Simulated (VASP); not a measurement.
# AgCl: relaxation of cell and atoms with r2SCAN+rVV10

Crystal: AgCl.

```
Ag Cl
1.0
     0.00000    2.77266    2.77266
     2.77266    0.00000    2.77266
     2.77266    2.77266    0.00000
Ag Cl
1 1
Direct
  0.00000 0.00000 0.00000
  0.50000 0.50000 0.50000
```

The cell is a database's computed one.

```json
{"Program": "VASP 6.6.1", "Task": "relaxation of cell and atoms", "Functional": "r2SCAN", "Dispersion": "rVV10", "Potentials or basis": "VASP PAW PBE potentials, release 64 (Ag, Cl)", "Cutoff": "600 eV", "k mesh": "8 × 8 × 8", "Occupations": "gaussian, width 0.02 eV", "Spin": "no spin polarisation", "Further INCAR settings": "ALGO = Normal; EDIFF = 1e-07; IBRION = 2; EDIFFG = -0.005; NSW = 90; ISIF = 3"}
```

- Relaxed volume: 20.82 Å³/atom
- Relaxed cell: a = 3.890 Å, b = 3.890 Å, c = 3.890 Å, α = 60.00°, β = 60.00°, γ = 60.00°
- Space group after relaxing (to 0.05 Å): Fm-3m (No. 225)
- Energy gained by relaxing: 1.9 meV/atom
- Ionic steps: 2
- Pressure after relaxing: 0.0 GPa
- Band gap on the k mesh: 1.37 eV, indirect (least direct gap 3.74 eV)

Step by step:
| step | energy change (eV) | largest force (eV/Å) | pressure (GPa) | volume (Å³) |
| --- | --- | --- | --- | --- |
| 1 | 0.0000 | 0.0000 | -1.22 | 42.63 |
| 2 | -0.0039 | 0.0000 | 0.02 | 41.64 |

Final structure:
```
Ag Cl
1.0
     0.00000    2.75091    2.75091
     2.75091    0.00000    2.75091
     2.75091    2.75091    0.00000
Ag Cl
1 1
Direct
  0.00000 0.00000 0.00000
  0.50000 0.50000 0.50000
```

Levels at points of the mesh, in eV from the valence-band top:
| k point | band 7 | band 8 | band 9 | band 10 | band 11 | band 12 |
| --- | --- | --- | --- | --- | --- | --- |
| (0.00, 0.00, 0.00) | -2.54 | -2.48 | -2.48 | 1.37 | 11.28 | 11.28 |
| (0.50, 0.00, 0.00) | -1.82 | 0.00 | 0.00 | 4.56 | 7.28 | 8.18 |
| (0.50, 0.50, 0.00) | -2.03 | -2.03 | -1.90 | 2.86 | 8.24 | 9.26 |

Run time: 3.3 min on 1 thread of Intel(R) Xeon(R) Platinum 8488C (Sapphire Rapids), with other jobs on the host, peak memory 0.34 GiB.

Caveat: the PAW data sets were made with another functional, which shifts forces and pressure a little. A k mesh can miss the band edges.
